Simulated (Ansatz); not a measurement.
hcp against bcc along the alkaline-earth metals

Method: Ansatz 0.2.0, DFT, revPBE, plane waves (420 eV) with PAW, scalar-relativistic. (PAW data from PBE, frozen cores regenerated.)

Each structure is relaxed within its symmetry, in the lowest magnetic state of the tried starts. Differences under about 8 meV lie within the error of the k-point mesh.

```
element  E(hcp) − E(bcc) (meV/atom)  V(hcp) (Å³/atom)  V(bcc) (Å³/atom)       state of hcp       state of bcc
     Be                        -104              8.08              8.00  spin not included  spin not included
     Mg                         -28             23.56             23.55  spin not included  spin not included
     Ca                           ?                 ?                 ?                  ?                  ?
     Sr                          -7             57.93             57.07  spin not included  spin not included
     Ba                          14             67.68             67.11  spin not included  spin not included
```

(1) Fill in the row of Ca.

Results:

(1) E(hcp) − E(bcc) (meV/atom): -10; V(hcp) (Å³/atom): 44.19; V(bcc) (Å³/atom): 43.96; state of hcp: spin not included; state of bcc: spin not included.
